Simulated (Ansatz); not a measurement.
# SiC with one C vacancy: vacancy hop, part 2 of 2

Wanted: the energy profile along the vacancy hop, from relaxed end points and a band of images. Host space group P6_3mc, cell charge -2.

Ansatz 0.2.0; DFT PBE, plane waves, PAW, scalar-relativistic, no spin polarisation. Earlier steps stand in the parts before.

## Step 5: The band

The COD entry's cell or inner coordinates are ideal or old and differ from later refinements, so a difference from it is no clean test against experiment.

crystal.atoms is end A as relaxed above, and neb.final_atoms is end B. With 5 inner images the band has 7 in all.

Contents of input.yaml:

```yaml
crystal:
  lattice:
    - [-3.076, -5.327788, 0.0]
    - [4.614, -2.663894, 0.0]
    - [0.0, 0.0, 5.048]
  atoms:
    - { symbol: Si, position: [0.49926094, 0.66640198, -0.00018641] }
    - { symbol: Si, position: [0.49928169, 0.33104982, 0.50760167] }
    - { symbol: C, position: [0.49932883, 0.66929125, 0.37685832] }
    - { symbol: C, position: [0.4991635, 0.33111939, 0.88381419] }
    - { symbol: Si, position: [0.21299689, 0.17732297, 0.00466728] }
    - { symbol: Si, position: [0.24635488, 0.83762951, 0.49950955] }
    - { symbol: C, position: [0.2497958, 0.17003436, 0.38521726] }
    - { symbol: C, position: [0.2446346, 0.82748215, 0.87568667] }
    - { symbol: Si, position: [-0.00087373, 0.62814787, -0.02114329] }
    - { symbol: Si, position: [-0.00063761, 0.34947274, 0.5343569] }
    - { symbol: C, position: [-0.00067402, 0.67307448, 0.3628448] }
    - { symbol: Si, position: [0.78573626, 0.17761117, 0.00478038] }
    - { symbol: Si, position: [0.75228982, 0.83764489, 0.49958381] }
    - { symbol: C, position: [0.7488567, 0.17009548, 0.38534968] }
    - { symbol: C, position: [0.75382524, 0.82765954, 0.87573658] }
total_charge: -2
basis:
  ecutwfc: 420.0
kpoints:
  mp_grid: { grid: [2, 2, 2] }
hamiltonian:
  xc: pbe
  pseudopotentials: { kind: paw, azcp: { folder: soft_1 } }
scf:
  occupations: { method: gaussian, width: 0.02 }
  lower_state_search: "off"
neb:
  images: 5
  f_tol: 0.05
  initial_path: idpp
  max_iterations: 80
  optimiser: lbfgs
  final_atoms:
    - { symbol: Si, position: [0.50000001, 0.62795536, -0.02364106] }
    - { symbol: Si, position: [0.50000001, 0.34851719, 0.53131578] }
    - { symbol: C, position: [0.50000001, 0.67267541, 0.35982431] }
    - { symbol: C, position: [1.0e-08, 0.33092299, 0.88014378] }
    - { symbol: Si, position: [0.28610439, 0.17707906, 0.00130864] }
    - { symbol: Si, position: [0.2529993, 0.83710339, 0.49639818] }
    - { symbol: C, position: [0.24944913, 0.16941966, 0.38179399] }
    - { symbol: C, position: [0.25459473, 0.82692625, 0.87232315] }
    - { symbol: Si, position: [1.0e-08, 0.66602757, -0.00358721] }
    - { symbol: Si, position: [1.0e-08, 0.33065858, 0.50395852] }
    - { symbol: C, position: [1.0e-08, 0.66885322, 0.37333795] }
    - { symbol: Si, position: [0.71389562, 0.17707907, 0.00130864] }
    - { symbol: Si, position: [0.74700074, 0.8371034, 0.49639818] }
    - { symbol: C, position: [0.75055088, 0.16941968, 0.38179399] }
    - { symbol: C, position: [0.7454053, 0.82692626, 0.87232315] }
  order_check: true
```

The run is started by

```console
ansatz run input.yaml --threads 1 --pin off --max-ram 3072MiB --backend cpu --events-out ev --progress --plain --runs-dir out
```

Log (excerpt; [...] marks lines left out):

```text
Warning: neb: disabling space-group detection — the band's intermediate images generally break the endpoint symmetry, so no spatial operation reduces the k-mesh or symmetrises the density, except that a semilocal band can use its path's symmetry ahead of convergence; time reversal is [...]
Warning: RAYON_NUM_THREADS=1 ignored (pool sized by the plan → 1); use --threads N
[...]
Pseudopotentials: kind: paw
Pseudopotential: Si, paw, valence charge 4, recommended cutoff 420 eV (normal), <dir>
Pseudopotential: C, paw, valence charge 4, recommended cutoff 420 eV (normal), <dir>
Functional definition: PBE
[...]
NSCF: frozen V_eff on 8 k-points
NEB end point (image 0): max|allowed force component| = 8.028e-3 eV/Å (the criterion of neb.relax_end_points is 1.000e-2)
NEB end point (image 6): max|allowed force component| = 2.945e-2 eV/Å (the criterion of neb.relax_end_points is 1.000e-2)
NEB image 1
[...]
SCF iter   4: F=—  HF=-6819.198942 eV  |F-HF|=—  |Δ(HF+E_count)|=   3.09e-2  Δρ=3.78e-3  dr2=3.39e-2  ethr=4.80e-4  ⟨swp⟩=2.8  Hψ=540  notcnv=0  defer=70
[...]
NEB image 2
[...]
NEB image 3
[...]
NEB image 4
[...]
NEB image 5
[...]
NEB iter   1: max|band force component| = 8.352e0 eV/Å  barrier→ = 6.2118 eV  barrier← = 6.2116 eV  Δτ_max = 0.1591 Å  (63 SCF iters)
NEB image 1
[...]
NEB image 2
[...]
NEB image 3
[...]
NEB image 4
[...]
NEB image 5
```

## Step 6: More of the same log: band between the two ends

The log, continued (excerpt; [...] marks lines left out):

```text
[...]
NEB iter   2: max|band force component| = 2.430e0 eV/Å  barrier→ = 4.9307 eV  barrier← = 4.9305 eV  Δτ_max = 0.0790 Å  (33 SCF iters)
[...]
NEB iter   9: max|band force component| = 9.823e-1 eV/Å  barrier→ = 3.6994 eV  barrier← = 3.6992 eV  CI = image 3  Δτ_max = 0.0174 Å  (37 SCF iters)
[...]
NEB iter  16: max|band force component| = 7.910e-2 eV/Å  barrier→ = 3.6650 eV  barrier← = 3.6648 eV  CI = image 3  Δτ_max = 0.0039 Å  (19 SCF iters)
[...]
    - { symbol: C, position: [0.005092138120615292, 0.660760079330602, 0.37137897965788147] }
    - { symbol: Si, position: [0.792050378580098, 0.1689118485900476, 0.004961589486315654] }
    - { symbol: Si, position: [0.7534537805486992, 0.8297655869188224, 0.49566749523965153] }
    - { symbol: C, position: [0.7501255030927618, 0.1648178929660638, 0.38707998390188136] }
    - { symbol: C, position: [0.7538615835683697, 0.8213131216472453, 0.875230969133593] }
```

Run time: 11 min. Hardware: 1 thread of Arm Neoverse V1, shared host; peak memory 0.52 GiB.

## Step 7: Images and barrier

Images 0 and 6 are the ends. Energies count from image 0; the path length is the program's own measure over all atoms.

| image | path (Å) | energy (eV) | C4–Si10 (Å) | Si2–C4 (Å) | Si1–C4 (Å) | C4–Si9 (Å) | C4 x y z (Å) | band force (eV/Å) |
| --- | --- | --- | --- | --- | --- | --- | --- | --- |
| 0 | 0.000 | 0.0000 | 3.55 | 1.90 | 1.88 | 3.49 | -0.01 -3.54 4.46 | - |
| 1 | 0.604 | 0.6032 | 3.01 | 1.85 | 1.84 | 3.07 | 0.39 -3.18 4.34 | 0.004 |
| 2 | 1.207 | 2.0109 | 2.51 | 1.90 | 1.89 | 2.53 | 0.81 -2.81 4.21 | 0.028 |
| 3* | 1.811 | 3.1522 | 2.04 | 2.24 | 2.18 | 2.02 | 1.18 -2.35 4.16 | 0.029 |
| 4 | 2.505 | 2.4342 | 1.80 | 2.59 | 2.65 | 1.83 | 1.43 -1.84 4.14 | 0.009 |
| 5 | 3.199 | 1.7035 | 1.82 | 3.07 | 3.05 | 1.82 | 1.50 -1.36 4.30 | 0.018 |
| 6 | 3.894 | 0.0002 | 1.90 | 3.55 | 3.49 | 1.88 | 1.53 -0.88 4.44 | - |

The star marks the climbing image.

image, energy (eV) and a bar:
```
        0      0.000 
        1      0.603 ######
        2      2.011 ###################
        3      3.152 ##############################
        4      2.434 #######################
        5      1.703 ################
        6      0.000
```

The top of the band by iteration:

| iteration | highest image above image 0 (eV) | largest band force (eV/Å) |
| --- | --- | --- |
| 1 | 6.2118 | 8.352 |
| 4 | 4.2271 | 1.399 |
| 7 | 3.7340 | 0.441 |
| 10 | 3.6747 | 0.237 |
| 13 | 3.6682 | 0.327 |
| 16 | 3.6650 | 0.079 |
| 19 | 3.6628 | 0.103 |
| 22 | 3.6099 | 0.258 |
| 25 | 3.3425 | 0.725 |
| 28 | 3.1615 | 1.312 |
| 31 | 3.1673 | 0.205 |
| 34 | 3.1537 | 0.162 |
| 36 | 3.1522 | 0.029 |

The band as a trajectory file:

```xyz
15
Lattice="-3.076 -5.328 0.000 4.614 -2.664 0.000 0.000 0.000 5.048" Properties=species:S:1:pos:R:3 pbc="T T T" image=0 dE=0.0000
Si    1.539   -4.435   -0.001
Si   -0.008   -3.542    2.562
C     1.552   -4.443    1.902
C    -0.008   -3.542    4.461
Si    0.163   -1.607    0.024
Si    3.107   -3.544    2.522
C     0.016   -1.784    1.945
C     3.066   -3.508    4.420
Si    2.901   -1.669   -0.107
Si    1.614   -0.928    2.697
C     3.108   -1.789    1.832
Si   -1.597   -4.659    0.024
Si    1.551   -6.239    2.522
C    -1.519   -4.443    1.945
C     1.500   -6.221    4.421
15
Lattice="-3.076 -5.328 0.000 4.614 -2.664 0.000 0.000 0.000 5.048" Properties=species:S:1:pos:R:3 pbc="T T T" image=1 dE=0.6032
Si    1.564   -4.410   -0.009
Si    0.002   -3.493    2.557
C     1.514   -4.458    1.889
C     0.387   -3.175    4.339
Si    0.153   -1.478    0.042
Si    3.062   -3.558    2.530
C    -0.036   -1.755    1.899
C     3.108   -3.508    4.421
Si    2.984   -1.656   -0.079
Si    1.537   -0.922    2.700
C     3.047   -1.790    1.873
Si   -1.625   -4.800    0.041
Si    1.522   -6.247    2.523
C    -1.530   -4.444    1.973
C     1.543   -6.220    4.427
15
Lattice="-3.076 -5.328 0.000 4.614 -2.664 0.000 0.000 0.000 5.048" Properties=species:S:1:pos:R:3 pbc="T T T" image=2 dE=2.0109
Si    1.525   -4.365   -0.025
Si    0.014   -3.473    2.612
C     1.492   -4.448    1.886
C     0.814   -2.812    4.207
Si    0.164   -1.386    0.097
Si    3.046   -3.562    2.544
C    -0.055   -1.748    1.894
C     3.156   -3.590    4.434
Si    2.980   -1.752   -0.077
Si    1.513   -0.928    2.707
C     3.025   -1.795    1.882
Si   -1.666   -4.736    0.022
Si    1.506   -6.243    2.512
C    -1.537   -4.441    1.971
C     1.499   -6.198    4.419
15
Lattice="-3.076 -5.328 0.000 4.614 -2.664 0.000 0.000 0.000 5.048" Properties=species:S:1:pos:R:3 pbc="T T T" image=3 dE=3.1522
Si    1.480   -4.347   -0.056
Si    0.005   -3.490    2.638
C     1.496   -4.422    1.888
C     1.183   -2.353    4.162
Si    0.140   -1.328    0.126
Si    3.050   -3.554    2.553
C    -0.052   -1.750    1.891
C     3.161   -3.674    4.439
Si    2.953   -1.829   -0.071
Si    1.494   -0.971    2.699
C     3.033   -1.787    1.875
Si   -1.657   -4.670    0.025
Si    1.511   -6.225    2.502
C    -1.547   -4.436    1.954
C     1.471   -6.204    4.418
15
Lattice="-3.076 -5.328 0.000 4.614 -2.664 0.000 0.000 0.000 5.048" Properties=species:S:1:pos:R:3 pbc="T T T" image=4 dE=2.4342
Si    1.347   -4.385   -0.170
Si    0.109   -3.547    2.707
C     1.507   -4.425    1.801
C     1.430   -1.840    4.144
Si    0.104   -1.280    0.144
Si    3.049   -3.561    2.508
C    -0.043   -1.798    1.897
C     3.098   -3.712    4.380
Si    3.047   -1.866   -0.055
Si    1.509   -0.973    2.571
C     3.070   -1.785    1.831
Si   -1.681   -4.593    0.184
Si    1.516   -6.204    2.522
C    -1.522   -4.437    2.133
C     1.423   -6.195    4.405
15
Lattice="-3.076 -5.328 0.000 4.614 -2.664 0.000 0.000 0.000 5.048" Properties=species:S:1:pos:R:3 pbc="T T T" image=5 dE=1.7035
Si    1.309   -4.351   -0.167
Si    0.120   -3.591    2.717
C     1.550   -4.429    1.770
C     1.500   -1.361    4.304
Si   -0.027   -1.649    0.106
Si    3.061   -3.555    2.499
C    -0.013   -1.760    1.925
C     3.061   -3.630    4.373
Si    3.101   -1.860   -0.026
Si    1.522   -0.920    2.538
C     3.084   -1.773    1.851
Si   -1.542   -4.449    0.103
Si    1.539   -6.186    2.515
C    -1.525   -4.448    2.050
C     1.471   -6.203    4.402
15
Lattice="-3.076 -5.328 0.000 4.614 -2.664 0.000 0.000 0.000 5.048" Properties=species:S:1:pos:R:3 pbc="T T T" image=6 dE=0.0002
Si    1.359   -4.337   -0.119
Si    0.070   -3.592    2.682
C     1.566   -4.456    1.816
C     1.527   -0.882    4.443
Si   -0.063   -1.996    0.007
Si    3.084   -3.578    2.506
C     0.014   -1.780    1.927
C     3.032   -3.559    4.403
Si    3.073   -1.774   -0.018
Si    1.526   -0.881    2.544
C     3.086   -1.782    1.885
Si   -1.379   -4.275    0.007
Si    1.565   -6.210    2.506
C    -1.527   -4.450    1.927
C     1.523   -6.174    4.403
```

## Step 8: Another band, settings changed

crystal.atoms is end A as relaxed above, and neb.final_atoms is end B. With 3 inner images the band has 5 in all.

input.yaml, as its differences from that of step 5:

```diff
@@ -32,8 +32,8 @@
   lower_state_search: "off"
+  max_iter: 73
 neb:
-  images: 5
+  images: 3
   f_tol: 0.05
-  initial_path: idpp
-  max_iterations: 80
-  optimiser: lbfgs
+  max_iterations: 6
+  order_check: false
   final_atoms:
@@ -54,2 +54 @@
     - { symbol: C, position: [0.7454053, 0.82692626, 0.87232315] }
-  order_check: true
```

The run is started by

```console
ansatz run input.yaml --threads 1 --pin off --max-ram 3072MiB --backend cpu --events-out ev --progress --plain --runs-dir out
```

Log:

```text
Warning: neb: disabling space-group detection — the band's intermediate images generally break the endpoint symmetry, so no spatial operation reduces the k-mesh or symmetrises the density, except that a semilocal band can use its path's symmetry ahead of convergence; time reversal is kept, so that k and −k are solved as one point where they differ and the mesh holds both, and exact exchange and, on two spinor components, a DFT+U term hold to it where the run has them: on two components no moment then forms, and a state that bears one, which a typed moment (crystal.atoms[].spin; refused beside efield: under a hybrid functional) reaches, can lie lower, under hf by electronvolts; crystal.symmetry.detect: false (a key that needs symmetry detection or time reversal refuses this as the deck is read) with time_reversal: false beside it drops time reversal too
Warning: RAYON_NUM_THREADS=1 ignored (pool sized by the plan → 1); use --threads N
[... 9 set-up lines as earlier in the session ...]
NEB image 0
Crystal: 15 atoms, lattice volume = 165.456 Å³
Basis set: ecut = 420 eV, 3225 PW (Γ), exchange–correlation on 90×72×72 points (8 copies of the dense FFT grid, shifted against one another)
Bands: 46, of which v1, the nominal top of the filled ones, is band 31 counted from 1 (30 counted from 0)
[... 1 set-up line as earlier in the session ...]
k-points: 8
[... 5 set-up lines as earlier in the session ...]
Initial density: superposition of atomic densities (chi_scale 0.1, normalization cell, long waves kept (reshape's long-wave potential 0.09 eV rms))
[... 2 set-up lines as earlier in the session ...]
SCF iter   1: F=—  HF=-6826.907793 eV  |F-HF|=—  |Δ(HF+E_count)|=         —  Δρ=1.04e-1  dr2=2.15e1  ethr=3.10e-3  ⟨swp⟩=6.8  Hψ=1833  notcnv=0  defer=14
preconditioner: auto → Resta (q_TF=auto, 2.317 Å⁻¹)  ε∞=4.8  [insulator: Δε(μ)=0.310 eV  Ē_g=11.737 eV  σ=0.020 eV  W_gap=1.00  n_scr=28 (ndim 8)  ℏωp=22.7 eV  f_vac=0.000  D(μ)=0.00/eV (n_scr^D=0)  ε∞_Penn≈4.8]
SCF iter   2: F=—  HF=-6821.075642 eV  |F-HF|=—  |Δ(HF+E_count)|=    5.83e0  Δρ=3.87e-2  dr2=2.28e0  ethr=3.10e-3  ⟨swp⟩=3.1  Hψ=780  notcnv=0  defer=70
SCF iter   3: F=—  HF=-6820.587057 eV  |F-HF|=—  |Δ(HF+E_count)|=   4.89e-1  Δρ=1.52e-2  dr2=2.88e-1  ethr=3.10e-3  ⟨swp⟩=2.8  Hψ=553  notcnv=0  defer=70
SCF iter   4: F=—  HF=-6820.554958 eV  |F-HF|=—  |Δ(HF+E_count)|=   3.21e-2  Δρ=2.04e-3  dr2=7.66e-3  ethr=4.65e-4  ⟨swp⟩=2.9  Hψ=600  notcnv=0  defer=70
SCF iter   5: F=—  HF=-6820.556144 eV  |F-HF|=—  |Δ(HF+E_count)|=   1.19e-3  Δρ=7.97e-4  dr2=1.14e-3  ethr=1.24e-5  ⟨swp⟩=2.9  Hψ=664  notcnv=0  defer=66
SCF iter   6: F=—  HF=-6820.556508 eV  |F-HF|=—  |Δ(HF+E_count)|=   3.65e-4  Δρ=2.44e-4  dr2=9.03e-5  ethr=1.84e-6  ⟨swp⟩=2.0  Hψ=515  notcnv=0  defer=66
SCF iter   7: F=—  HF=-6820.556605 eV  |F-HF|=—  |Δ(HF+E_count)|=   9.63e-5  Δρ=5.08e-5  dr2=4.76e-6  ethr=1.46e-7  ⟨swp⟩=2.0  Hψ=562  notcnv=0  defer=66
SCF iter   8: F=—  HF=-6820.556606 eV  |F-HF|=—  |Δ(HF+E_count)|=   1.83e-6  Δρ=1.79e-5  dr2=6.67e-7  ethr=7.67e-9  ⟨swp⟩=2.0  Hψ=550  notcnv=0  defer=66
SCF iter   9: F=-6820.556606 eV  HF=-6820.556606 eV  |F-HF|=1.20e-8  |Δ(HF+E_count)|=   8.99e-9  Δρ=3.86e-6  dr2=2.20e-8  ethr=1.61e-10  ⟨swp⟩=5.2  Hψ=1324  notcnv=0
SCF 1 converged in 9 iterations: F = -6820.556606 eV  dr2 = 2.20e-8
NSCF: frozen V_eff on 8 k-points
NEB image 4
[... 10 lines left out ...]
SCF 2 converged in 9 iterations: F = -6820.556439 eV  dr2 = 2.19e-8
NSCF: frozen V_eff on 8 k-points
NEB end point (image 0): max|allowed force component| = 8.028e-3 eV/Å (the criterion of neb.relax_end_points is 1.000e-2)
NEB end point (image 4): max|allowed force component| = 2.945e-2 eV/Å (the criterion of neb.relax_end_points is 1.000e-2)
NEB image 1
[... 6 lines left out ...]
[...]
NEB image 2
[... 3 lines left out ...]
NEB image 3
[... from here on, the SCF cycles and remarks between the steps are left out, and one step in 2 is shown ...]
NEB iter   1: max|band force component| = 8.360e1 eV/Å  barrier→ = 30.8180 eV  barrier← = 30.8179 eV  Δτ_max = 0.1959 Å  (43 SCF iters)
NEB iter   2: max|band force component| = 2.429e1 eV/Å  barrier→ = 9.4989 eV  barrier← = 9.4988 eV  Δτ_max = 0.1988 Å  (22 SCF iters)
NEB iter   4: max|band force component| = 4.659e0 eV/Å  barrier→ = 4.2247 eV  barrier← = 4.2245 eV  Δτ_max = 0.0649 Å  (19 SCF iters)
NEB iter   6: max|band force component| = 1.021e0 eV/Å  barrier→ = 3.7148 eV  barrier← = 3.7147 eV  Δτ_max = 0.0228 Å  (19 SCF iters)
Step failed. What follows is not a result of the run: it is the report of the last solve that finished, which converged after 6 SCF iterations.
Free energy (F): -6819.151430 eV
Harris-Foulkes:  -6819.151430 eV  (|F-HF|=2.85e-8)
Internal energy: -6819.151412 eV  (E = F + TS)
E sigma→0 (E₀):  -6819.151421 eV
Entropy (-TS):   -0.000017 eV (-0.001 meV/atom)
Fermi energy:    10.687405 eV
--- Per-component energies (eV) ---
  E_band       = 214.027529
  E_kinetic    = 1000.258338
  E_local      = -747.318715  (includes V_loc(G=0)·N_el)
  E_nonlocal   = 347.228794
  E_hartree    = 257.315324
  E_xc         = -815.294509
  E_vxc        = -833.379010  (∫ρ·V_xc dr)
  E_paw        = -4793.311810  (= ΣΔE_a)
  E_vpaw       = -67.393291  (= ΣTr[D̂ρ^β])
  E_aug_tail   = 0.000416  (compensation charges beyond the density's cutoff)
  E_ewald      = -2068.029251
  E_smearing   = -0.000017  (= −TS)
  E_closure    = 0.000000  (closes the sum)
  E_deformation_potential = -34.659978  (in the stress; not in F)
  Σ components = -6819.151430   (vs F -6819.151430, Δ=0.00e0)
--- Forces (eV/Å), atoms counted from 1 ---
  atom   1  Si    -0.34343516    -0.29857421    -0.13534791
  atom   2  Si    -0.02135818    -0.17966354    -0.03560286
  atom   3  C     -0.01309783    -0.19302585    -0.04002407
  atom   4  C      0.42349981     2.21993670     0.25322633
  atom   5  Si    -0.59083129    -1.11247317     0.01389321
  atom   6  Si     0.01734028    -0.10957819    -0.07675424
  atom   7  C     -0.14963602    -0.17502443    -0.07349842
  atom   8  C     -0.60702879     0.07102197    -0.14987750
  atom   9  Si     0.43988698    -0.15355310     0.13579450
  atom  10  Si    -0.09512459     0.02463779    -0.60547399
  atom  11  C      0.05963334    -0.01154826     0.02471765
  atom  12  Si     0.62904885     0.68986759     0.25003274
  atom  13  Si     0.07187186    -0.10302569     0.11738865
  atom  14  C     -0.03189274    -0.20091576     0.12496349
  atom  15  C      0.21109369    -0.46804614     0.19654883
  max |Σ_I F_I| component: 3.57e-5 eV/Å
--- Band table (eV; the first three rows and the last of 8) ---
[... 4 lines left out ...]
End of that report.
this run last wrote the band of iteration 6 to <dir>
Error: NEB band did not converge after 6 iterations: max|band force component| = 1.02e0 eV/Å (threshold 5.0e-2); raise `neb.max_iterations` in a new run, which can start from the last band evaluated (`neb.initial_path`, with `crystal.atoms` and `neb.final_atoms` set to its first and last images), add images, or start from endpoints closer to local minima. Where this run's directory can be resumed (`checkpoint.write`), a resume goes on for up to `neb.max_iterations` more; to start a new run from the last band, take its images' positions from the `neb_iteration` event of iteration 6 (`data.images[].positions_ang`), in the event stream of the run that computed that iteration (not this run's, if it was resumed behind it). With `checkpoint.write`, `steps/00-neb/state/checkpoint.json` in the run directory holds the last saved band, under `neb.evaluated.images[].positions_ang` (a band under a hybrid functional on support functions is neither saved nor resumed: `neb.initial_path` says where its path is): check the last entry of `neb.iterations` there, which is earlier than 6 if that iteration was not saved or its write failed. If the band's step has no `state` directory and holds `state.next`, a write was cut short, and the file is under `state.next` instead (behind a loss of power it can be under `state.prev`)
this run wrote the band of iteration 6 to <dir> as well, whether or not its events were kept: a new run's `neb.initial_path` can list its `images[].positions_ang`
a run's events are kept only if it was started with --events-out <file>, and are in that file
```

Run time: 80 s. Hardware: 1 thread of Arm Neoverse V1, shared host; peak memory 0.46 GiB.

## Step 9: Images and barrier

The run ended unconverged after 6 band iterations. The table shows its last band, which is no minimum-energy path. The 3 inner images lie between the fixed ends 0 and 4. Energy is taken from image 0, and the path length is the program's own coordinate along the band.

| image | path (Å) | energy (eV) | C4–Si10 (Å) | Si2–C4 (Å) | Si1–C4 (Å) | C4–Si9 (Å) | C4 x y z (Å) | band force (eV/Å) |
| --- | --- | --- | --- | --- | --- | --- | --- | --- |
| 0 | 0.000 | 0.0000 | 3.55 | 1.90 | 1.88 | 3.49 | -0.01 -3.54 4.46 | - |
| 1 | 0.906 | 1.4009 | 2.75 | 1.85 | 1.83 | 2.77 | 0.65 -2.99 4.27 | 0.311 |
| 2 | 1.812 | 3.7148 | 2.21 | 2.21 | 2.02 | 2.02 | 1.20 -2.47 4.23 | 1.021 |
| 3 | 2.719 | 1.4052 | 1.85 | 2.75 | 2.77 | 1.83 | 1.37 -1.72 4.26 | 0.309 |
| 4 | 3.625 | 0.0002 | 1.90 | 3.55 | 3.49 | 1.88 | 1.53 -0.88 4.44 | - |

image, energy (eV) and a bar:
```
        0      0.000 
        1      1.401 ###########
        2      3.715 ##############################
        3      1.405 ###########
        4      0.000
```

## Step 10: Summary of results

This closing draws on all 2 parts.

| quantity | value |
| --- | --- |
| end A | 6 moves, 1.264 eV lower |
| end B | 4 moves, 0.870 eV lower |
| first band: barrier forwards | 3.15 eV |
| first band: barrier backwards | 3.15 eV |
| first band: second end relative to first | 0.000 eV |
| first band: highest image | 3 of 0 to 6, climbing |
| first band: band iterations | 36 |
| first band: lowest curvatures at the top | -5.50 and 0.78 eV/Å² |
| second band | not converged, 6 iterations, 3 inner images, none climbing |
| time, first and second band | 11 min and 80 s |

In words: In the first band: along this path the system climbs 3.15 eV from the first end (122 kT at 300 K), which at an assumed attempt frequency of 10^13 s⁻¹ means a rate near 10^-40 s⁻¹. The two ends lie within 1 meV of each other. The test of curvatures at the top gave "unresolved", so the point may be no simple saddle. As for the second band: the cap on iterations is too low for the band to settle. The value is not shown to be converged in cell size (15 atoms) or k-mesh. The charged cell sits in a uniform background, with no correction for images.
